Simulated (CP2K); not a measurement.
Ag: equation of state with LDA

Ag:

```
Ag
1.0
     2.88888    0.00000    0.00000
     1.44444    2.50185    0.00000
     1.44444    0.83395    2.35876
Ag
1
Direct
  0.00000 0.00000 0.00000
```

```json
{
  "Program": "CP2K 2026.2",
  "Task": "equation of state",
  "Functional": "LDA",
  "Potentials or basis": "GTH_POTENTIALS Ag GTH-PADE-q11; TZVP-MOLOPT-PBE-GTH basis",
  "Density cutoff": "6123 eV",
  "k mesh": "11 × 11 × 11",
  "Occupations": "fermi-dirac, width 0.05 eV",
  "Spin": "no spin polarisation",
  "SCF solver": "diagonalisation with k points",
  "Quickstep method": "GPW",
  "EPS_DEFAULT": "1.0E-9",
  "EPS_SCF": "1.0E-6",
  "MAX_SCF": "100",
  "SCF_GUESS": "ATOMIC",
  "k points reduced by the point group": "yes",
  "Mesh centred on Gamma": "yes",
  "CHOLESKY": "OFF",
  "EPS_EIGVAL": "1.0E-7",
  "MIXING METHOD": "BROYDEN_MIXING",
  "MIXING ALPHA": "0.4",
  "NBUFFER": "8",
  "NGRIDS": "4",
  "Basis sets": "Ag TZVP-MOLOPT-PBE-GTH-q11",
  "Potentials": "Ag GTH-PADE-q11 of GTH_POTENTIALS",
  "ADDED_MOS": "[11]",
  "REL_CUTOFF (Ry)": "60 Ry",
  "MIXING BETA (1/bohr)": "1.5 1/bohr",
  "CUTOFF of the grids": "450 Ry"
}
```

```json
{
 "Equilibrium volume": "16.02 Å³/atom (rough: see the caveat)",
 "Bulk modulus": "148 GPa (rough)"
}
```

Energy against volume, from the lowest point:
```
volume (Å³/atom)  energy (meV/atom)
          16.025               0.00
          16.366               3.29
          16.707              12.32
          17.048              26.29
          17.389              44.52
          17.730              66.39
          18.071              91.32
```

All runs of the series together: 19 min on 1 thread of AMD EPYC 7R43 64-Core Processor (Zen 3) (shared host).

Caveat: the minimum lies outside the volumes run; the basis of atomic orbitals isn't converged, which shifts pressures, moduli and gaps.
